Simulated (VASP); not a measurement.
Wanted: the native input for a VASP 6.6.1 run.

| Quantity | Value |
| --- | --- |
| Task | relaxation of cell and atoms |
| Functional | PBEsol |
| Potentials or basis | VASP PAW PBE potentials, release 64 (Si) |
| Cutoff | 600 eV |
| k mesh | 10 × 10 × 10 |
| Occupations | gaussian, width 0.03 eV |
| Spin | no spin polarisation |
| Further INCAR settings | ALGO = Normal; EDIFF = 1e-07; IBRION = 2; EDIFFG = -0.005; NSW = 90; ISIF = 3 |

The structure of Si lies in POSCAR:

```
Si                                      
1.0
    0.0000000000      2.7178477093      2.7178477093
    2.7178477093     -0.0000000000      2.7178477093
    2.7178477093      2.7178477093      0.0000000000
  Si            
     2
Direct
     0.7500000000000000    0.7500000000000000    0.7500000000000000
     0.5000000000000000    0.5000000000000000    0.5000000000000000
```

One way to write it, as run:

INCAR

```
SYSTEM = Si
ALGO = Normal ; EDIFF = 1E-7
EDIFFG = -0.005 ; ENCUT = 600
GGA = PS ; IBRION = 2
ISIF = 3 ; ISMEAR = 0
KPAR = 8 ; LASPH = .True.
LCHARG = .False. ; LREAL = .False.
LWAVE = .False. ; NELM = 80
NSW = 90 ; PREC = Accurate
SIGMA = 0.03
```

KPOINTS

```
k-points
0
Gamma
  10 10 10
  0 0 0
```

Potentials or basis: VASP PAW PBE potentials, release 64 (Si).

The run is started by

```bash
$ cat potpaw_PBE.64/Si/POTCAR > POTCAR
$ mpirun -np 8 vasp_std > vasp.out
```

It gave:

| Item | Value |
| --- | --- |
| Pressure after relaxing | 0.0 GPa |
| Band gap on the k mesh | 0.47 eV, indirect (least direct gap 2.52 eV) |

Caveat: the relaxation stopped at its first step, so nothing moved; the PAW data sets were made with another functional, which shifts forces and pressure a little.

Wall time 5.6 s on 8 MPI ranks on Intel(R) Xeon(R) Platinum 8488C (Sapphire Rapids), on a shared host, peak memory 0.16 GiB a rank.
